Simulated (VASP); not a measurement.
# SnSe in VASP: notebook, part 2 of 2

VASP 6.6.1. Earlier steps stand in the parts before.

## (3) Single point, PBE

This run uses another cell than the first one, of 38.82 Å³/atom, 1.317 times its volume.

Input file INCAR:

```
SYSTEM = SnSe
PREC = Accurate
ENCUT = 460
EDIFF = 1E-7
ISMEAR = 0
SIGMA = 0.05
LREAL = .FALSE.
LASPH = .TRUE.
NELM = 120
ALGO = Normal
ISIF = 2
LWAVE = .FALSE.
LCHARG = .FALSE.
LDIPOL = .TRUE.
IDIPOL = 3
DIPOL = 0.5 0.5 0.500
GGA = PE
NBANDS = 80
LVHAR = .TRUE.
LVACPOTAV = .TRUE.
```

Input file KPOINTS:

```
regular mesh
0
G
  5 5 1
  0 0 0
```

Input file POSCAR:

```
SnSe
1.0
    4.1900000000      0.0000000000      0.0000000000
    0.0000000000      4.4600000000      0.0000000000
    0.0000000000      0.0000000000     24.9253000000
Se Sn
6 6
Direct
    0.7500000000      0.5210000000      0.2005993910
    0.2500000000      0.4790000000      0.3352136183
    0.7500000000      0.9790000000      0.4326928863
    0.2500000000      0.0210000000      0.5673071137
    0.7500000000      0.5210000000      0.6647863817
    0.2500000000      0.4790000000      0.7994006090
    0.2500000000      0.1030000000      0.2131324397
    0.7500000000      0.8970000000      0.3226805695
    0.2500000000      0.3970000000      0.4452259351
    0.7500000000      0.6030000000      0.5547740649
    0.2500000000      0.1030000000      0.6773194305
    0.7500000000      0.8970000000      0.7868675603
```

Potentials or basis: VASP PAW PBE potentials, release 64 (Se, Sn_d).

Started as:

```console
cat potpaw_PBE.64/Se/POTCAR potpaw_PBE.64/Sn_d/POTCAR > POTCAR
mpirun -np 1 vasp_std > vasp.out
```

OUTCAR:

```text
SYSTEM = SnSe
   PREC = Accurate
   ENCUT = 460
   EDIFF = 1E-7
   ISMEAR = 0
   LREAL = .FALSE.
   LASPH = .TRUE.
   NELM = 120
   ISIF = 2
   GGA = PE

 Found      9 irreducible k-points:

 Following reciprocal coordinates:
            Coordinates               Weight
  0.000000  0.000000  0.000000      1.000000
  0.200000  0.000000  0.000000      2.000000
  0.400000  0.000000  0.000000      2.000000
  0.000000  0.200000  0.000000      2.000000
  0.200000  0.200000  0.000000      4.000000
  0.400000  0.200000  0.000000      4.000000
   k-points           NKPTS =      9   k-points in BZ     NKDIM =      9   number of bands    NBANDS=     80
   number of dos      NEDOS =    301   number of ions     NIONS =     12
   total plane-waves  NPLWV = 172800
   dimension x,y,z NGX =    30 NGY =   32 NGZ =  180
   dimension x,y,z NGXF=    60 NGYF=   64 NGZF=  360
   ions per type =               6   6
   NGX,Y,Z   is equivalent  to a cutoff of  11.90, 11.93, 12.01 a.u.
   NGXF,Y,Z  is equivalent  to a cutoff of  23.81, 23.86, 24.01 a.u.
 SYSTEM =  SnSe
   PREC   = accura    normal or accurate (medium, high low for compatibility)
   ISTART =      0    job   : 0-new  1-cont  2-samecut
   ICHARG =      2    charge: 1-file 2-atom 10-const
   ISPIN  =      1    spin polarized calculation?
   LNONCOLLINEAR =      F non collinear calculations
   LSORBIT =      F    spin-orbit coupling
   LASPH  =      T    aspherical Exc in radial PAW
   ENCUT  =  460.0 eV  33.81 Ry    5.81 a.u.   7.33  7.80 43.59*2*pi/ulx,y,z
   NELM   =    120;   NELMIN=  2; NELMDL= -5     # of ELM steps
   EDIFF  = 0.1E-06   stopping-criterion for ELM
   LREAL  =      F    real-space projection
   EDIFFG = 0.1E-05   stopping-criterion for IOM
   NSW    =      0    number of steps for IOM
   IBRION =     -1    ionic relax: 0-MD 1-quasi-New 2-CG
   NFREE  =      0    steps in history (QN), initial steepest desc. (CG)
   ISIF   =      2    stress and relaxation
   ISYM   =      2    0-nonsym 1-usesym 2-fastsym
   POTIM  = 0.5000    time-step for ionic-motion
   TEBEG  =    0.0;   TEEND  =   0.0 temperature during run
   PSTRESS=    0.0 pullay stress
   NELECT =     120.0000    total number of electrons
   NUPDOWN=      -1.0000    fix difference up-down
   EMIN   =  10.00;   EMAX   =-10.00  energy-range for DOS
   EFERMI =   0.00;   METHOD = LEGACY
   ISMEAR =     0;   SIGMA  =   0.05  broadening in eV -4-tet -1-fermi 0-gaus
   EFERMI_NEDOS =   21; number of points for ismear=-14 and -15
   IALGO  =     38    algorithm
   IMIX   =      4    mixing-type and parameters
     AMIX     =   0.40;   BMIX     =  1.00
     AMIX_MAG =   1.60;   BMIX_MAG =  1.00
  volume/ion in A,a.u.               =      38.82       261.94
  Fermi-wavevector in a.u.,A,eV,Ry     =   1.041691  1.968510 14.763950  1.085120
  Thomas-Fermi vector in A             =   2.176323
   LORBIT       =      0    0 simple, 1 ext, 2 COOP (PROOUT), +10 PAW based schemes
   GGA     = PE    functional components
   LHFCALC =     F    Hartree Fock is set to
   AEXX    =    0.0000 exact exchange contribution
   IVDW    =     0    specifies the selected vdW correction
   LEPSILON=     F    determine dielectric tensor
   LRPA    =     F    only Hartree local field effects (RPA)
 non-spin polarized calculation
 Gauss-broadening in eV      SIGMA  =   0.05
  energy-cutoff  :      460.00
  volume of cell :      465.79
 maximum number of plane-waves:     10491
 NGX is ok and might be reduce to    30
   NGX = 15   NGY = 15   NGZ = 87

 dipolmoment           0.000000      0.000000      0.000000 electrons x Angstroem

 number of electron     119.9999995 magnetization

 dipolmoment           0.000000      0.000000     -0.000000 electrons x Angstroem

 Free energy of the ion-electron system (eV)
  ---------------------------------------------------
  ext. energy  EPLUGINS =         0.00000000
  ---------------------------------------------------
  free energy    TOTEN  =       -48.10218373 eV

  energy without entropy =      -48.10218370  energy(sigma->0) =      -48.10218371

 E-fermi :   2.3481     XC(G=0):  -7.2660

 val. band max:        2.1744869213   @ k =   0.0000   0.4000   0.0000
 cond. band min:       2.5217056717   @ k =   0.4000   0.0000   0.0000
 fundamental gap:      0.3472187504
 Fermi energy:         2.3480991755

 k-point     1 :       0.0000    0.0000    0.0000
  band No.  band energies     occupation
      1     -19.3559      2.00000
      2     -19.3559      2.00000
      3     -19.3095      2.00000
      4     -19.3095      2.00000
      5     -19.3022      2.00000
      6     -19.3022      2.00000
[... 64 lines left out ...]
     71       6.1293      0.00000
     72       6.1552      0.00000

 k-point     2 :       0.2000    0.0000    0.0000
  band No.  band energies     occupation
      1     -19.3531      2.00000
      2     -19.3531      2.00000
      3     -19.3107      2.00000
      4     -19.3107      2.00000
      5     -19.3022      2.00000
      6     -19.3022      2.00000
[... 64 lines left out ...]
     71       5.8657      0.00000
     72       5.8778      0.00000

 k-point     3 :       0.4000    0.0000    0.0000
  band No.  band energies     occupation
      1     -19.3488      2.00000
      2     -19.3488      2.00000
      3     -19.3126      2.00000
      4     -19.3126      2.00000
      5     -19.3023      2.00000
      6     -19.3023      2.00000
[... 64 lines left out ...]
     71       4.7928      0.00000
     72       4.8801      0.00000

 k-point     4 :       0.0000    0.2000    0.0000
  band No.  band energies     occupation
      1     -19.3548      2.00000
      2     -19.3548      2.00000
      3     -19.3095      2.00000
      4     -19.3095      2.00000
      5     -19.3025      2.00000
      6     -19.3025      2.00000
[... 64 lines left out ...]
     71       5.5963      0.00000
     72       5.8012      0.00000

 k-point     5 :       0.2000    0.2000    0.0000
  band No.  band energies     occupation
      1     -19.3521      2.00000
      2     -19.3521      2.00000
      3     -19.3107      2.00000
      4     -19.3107      2.00000
      5     -19.3026      2.00000
      6     -19.3026      2.00000
[... 64 lines left out ...]
     71       5.8139      0.00000
     72       6.0778      0.00000

 k-point     6 :       0.4000    0.2000    0.0000
  band No.  band energies     occupation
      1     -19.3481      2.00000
      2     -19.3481      2.00000
      3     -19.3126      2.00000
      4     -19.3126      2.00000
      5     -19.3027      2.00000
      6     -19.3027      2.00000
[... 64 lines left out ...]
     71       5.8430      0.00000
     72       5.9033      0.00000

 [... further k-points ...]

 [bands above 72 left out]

------------------------ aborting loop because EDIFF is reached ----------------------------------------

  FORCE on cell =-STRESS in cart. coord.  units (eV):
  Direction    XX          YY          ZZ          XY          YZ          ZX
  --------------------------------------------------------------------------------------
  -------------------------------------------------------------------------------------
  Total       -1.9483049     -2.2953096      1.9045063      0.0000000     -1.0153675      0.0000000
  in kB       -6.7015959     -7.8951900      6.5509413      0.0000000     -3.4925657      0.0000000
  external PRESSURE =      -2.6819482 kB  Pullay stress =       0.0000000 kB

 VOLUME and BASIS-vectors are now :
 -----------------------------------------------------------------------------
  energy-cutoff  :      460.00
  volume of cell :      465.79
      direct lattice vectors                 reciprocal lattice vectors
     4.190000000  0.000000000  0.000000000     0.238663484  0.000000000  0.000000000
     0.000000000  4.460000000  0.000000000     0.000000000  0.224215247  0.000000000
     0.000000000  0.000000000 24.925300000     0.000000000  0.000000000  0.040119878

 POSITION                                       TOTAL-FORCE (eV/Angst)
 -----------------------------------------------------------------------------------
      3.14250      2.32366      5.00000         0.000000     -0.468792     -0.178697
      1.04750      2.13634      8.35530         0.000000     -0.121030     -0.095331
      3.14250      4.36634     10.78500         0.000000     -0.041706      0.112752
      1.04750      0.09366     14.14030         0.000000      0.041706     -0.112752
      3.14250      2.32366     16.57000         0.000000      0.121030      0.095331
      1.04750      2.13634     19.92530         0.000000      0.468792      0.178697
      1.04750      0.45938      5.31239         0.000000      0.677926      0.223522
      3.14250      4.00062      8.04291         0.000000     -0.062702     -0.239550
      1.04750      1.77062     11.09739         0.000000      0.002076      0.013248
      3.14250      2.68938     13.82791         0.000000     -0.002076     -0.013248
      1.04750      0.45938     16.88239         0.000000      0.062702      0.239550
      3.14250      4.00062     19.61291         0.000000     -0.677926     -0.223522
 -----------------------------------------------------------------------------------
    total drift:                                0.000000      0.000000     -0.000000

  FREE ENERGIE OF THE ION-ELECTRON SYSTEM (eV)
  ---------------------------------------------------
  free  energy   TOTEN  =       -48.1021837280 eV

  energy  without entropy=      -48.1021837017  energy(sigma->0) =      -48.10218371

 vacuum level on the upper side and lower side of the slab         7.100         7.100
```

It took 4.5 min on 1 thread of AMD EPYC 9R45 (Zen 5), shared host; peak memory 0.5 GiB.

The run converged, but some of its settings lie outside the range that counts as converged, so its numbers aren't taken as properties of the slab.

What came out:

```
Free energy                            : -48.1022 eV
Largest force                          : 0.714 eV/Å
Band gap on the k mesh                 : 0.35 eV, indirect (least direct gap 0.71 eV)
Ionisation potential of the upper face : 4.93 eV
```

Caveat: spin-orbit coupling is left out, which moves the levels of the heavy elements.

## (4) Single point, PBE

This run uses another cell than the first one, of 41.93 Å³/atom, 1.423 times its volume.

INCAR is that of step 3.

KPOINTS is that of step 3.

Input file POSCAR:

```
SnSe
1.0
    4.1900000000      0.0000000000      0.0000000000
    0.0000000000      4.4600000000      0.0000000000
    0.0000000000      0.0000000000     26.9253000000
Se Sn
6 6
Direct
    0.7500000000      0.5210000000      0.2228387427
    0.2500000000      0.4790000000      0.3474538817
    0.7500000000      0.9790000000      0.4376924305
    0.2500000000      0.0210000000      0.5623075695
    0.7500000000      0.5210000000      0.6525461183
    0.2500000000      0.4790000000      0.7771612573
    0.2500000000      0.1030000000      0.2344408419
    0.7500000000      0.8970000000      0.3358517825
    0.2500000000      0.3970000000      0.4492945297
    0.7500000000      0.6030000000      0.5507054703
    0.2500000000      0.1030000000      0.6641482175
    0.7500000000      0.8970000000      0.7655591581
```

Potentials or basis: VASP PAW PBE potentials, release 64 (Se, Sn_d).

Started as:

```console
cat potpaw_PBE.64/Se/POTCAR potpaw_PBE.64/Sn_d/POTCAR > POTCAR
mpirun -np 1 vasp_std > vasp.out
```

OUTCAR:

```text
SYSTEM = SnSe
   PREC = Accurate
   ENCUT = 460
   EDIFF = 1E-7
   ISMEAR = 0
   LREAL = .FALSE.
   LASPH = .TRUE.
   NELM = 120
   ISIF = 2
   GGA = PE

 Found      9 irreducible k-points:

 Following reciprocal coordinates:
            Coordinates               Weight
  0.000000  0.000000  0.000000      1.000000
  0.200000  0.000000  0.000000      2.000000
  0.400000  0.000000  0.000000      2.000000
  0.000000  0.200000  0.000000      2.000000
  0.200000  0.200000  0.000000      4.000000
  0.400000  0.200000  0.000000      4.000000
   k-points           NKPTS =      9   k-points in BZ     NKDIM =      9   number of bands    NBANDS=     80
   number of dos      NEDOS =    301   number of ions     NIONS =     12
   total plane-waves  NPLWV = 184320
   dimension x,y,z NGX =    30 NGY =   32 NGZ =  192
   dimension x,y,z NGXF=    60 NGYF=   64 NGZF=  384
   ions per type =               6   6
   NGX,Y,Z   is equivalent  to a cutoff of  11.90, 11.93, 11.85 a.u.
   NGXF,Y,Z  is equivalent  to a cutoff of  23.81, 23.86, 23.71 a.u.
 SYSTEM =  SnSe
[... 520 lines left out ...]
 [bands above 72 left out]

------------------------ aborting loop because EDIFF is reached ----------------------------------------

  FORCE on cell =-STRESS in cart. coord.  units (eV):
  Direction    XX          YY          ZZ          XY          YZ          ZX
  --------------------------------------------------------------------------------------
  -------------------------------------------------------------------------------------
  Total       -1.9498419     -2.2953468      1.9058022      0.0000000     -1.0157160      0.0000000
  in kB       -6.2086982     -7.3088571      6.0684667      0.0000000     -3.2342491      0.0000000
  external PRESSURE =      -2.4830295 kB  Pullay stress =       0.0000000 kB

 VOLUME and BASIS-vectors are now :
 -----------------------------------------------------------------------------
  energy-cutoff  :      460.00
  volume of cell :      503.16
      direct lattice vectors                 reciprocal lattice vectors
     4.190000000  0.000000000  0.000000000     0.238663484  0.000000000  0.000000000
     0.000000000  4.460000000  0.000000000     0.000000000  0.224215247  0.000000000
     0.000000000  0.000000000 26.925300000     0.000000000  0.000000000  0.037139790

 POSITION                                       TOTAL-FORCE (eV/Angst)
 -----------------------------------------------------------------------------------
      3.14250      2.32366      6.00000        -0.000000     -0.468599     -0.178686
      1.04750      2.13634      9.35530        -0.000000     -0.121161     -0.095329
      3.14250      4.36634     11.78500        -0.000000     -0.041835      0.112578
      1.04750      0.09366     15.14030        -0.000000      0.041835     -0.112578
      3.14250      2.32366     17.57000        -0.000000      0.121161      0.095329
      1.04750      2.13634     20.92530         0.000000      0.468599      0.178686
      1.04750      0.45938      6.31239        -0.000000      0.677893      0.224973
      3.14250      4.00062      9.04291        -0.000000     -0.062521     -0.240492
      1.04750      1.77062     12.09739        -0.000000      0.002150      0.012253
      3.14250      2.68938     14.82791        -0.000000     -0.002150     -0.012253
      1.04750      0.45938     17.88239        -0.000000      0.062521      0.240492
      3.14250      4.00062     20.61291        -0.000000     -0.677893     -0.224973
 -----------------------------------------------------------------------------------
    total drift:                                0.000000      0.000000      0.000000

  FREE ENERGIE OF THE ION-ELECTRON SYSTEM (eV)
  ---------------------------------------------------
  free  energy   TOTEN  =       -48.1020541801 eV

  energy  without entropy=      -48.1020541538  energy(sigma->0) =      -48.10205417

 vacuum level on the upper side and lower side of the slab         6.578         6.578
```

Wall time 4.9 min (1 thread of AMD EPYC 9R45 (Zen 5), shared host); peak memory 0.53 GiB.

These settings aren't checked as converged: the numbers below hold their error.

What came out:

```yaml
Free_energy: -48.1021 eV
Largest_force: 0.714 eV/Å
Band_gap_on_the_k_mesh: 0.35 eV, indirect (least direct gap 0.71 eV)
Ionisation_potential_of_the_upper_face: 4.93 eV
```

Caveat: spin-orbit coupling is left out, which moves the levels of the heavy elements.

## (5) Single point, PBE

This run uses another cell than the first one, of 41.93 Å³/atom, 1.423 times its volume.

Changes to INCAR since step 4:

```diff
@@ -3,3 +3,3 @@
 ENCUT = 460
-EDIFF = 1E-7
+EDIFF = 0.001
 ISMEAR = 0
```

KPOINTS is that of step 4.

POSCAR is that of step 4.

Started as:

```console
cat potpaw_PBE.64/Se/POTCAR potpaw_PBE.64/Sn_d/POTCAR > POTCAR
mpirun -np 1 vasp_std > vasp.out
```

Run time: 2.6 min. Hardware: 1 thread of AMD EPYC 9R45 (Zen 5), shared host; peak memory 0.5 GiB.

The run converged, but some of its settings lie outside the range that counts as converged, so its numbers aren't taken as properties of the slab.

Results:

- Free energy: -48.1015 eV
- Largest force: 0.721 eV/Å
- Band gap on the k mesh: 0.35 eV, indirect (least direct gap 0.70 eV)

Caveat: spin-orbit coupling is left out, which moves the levels of the heavy elements.
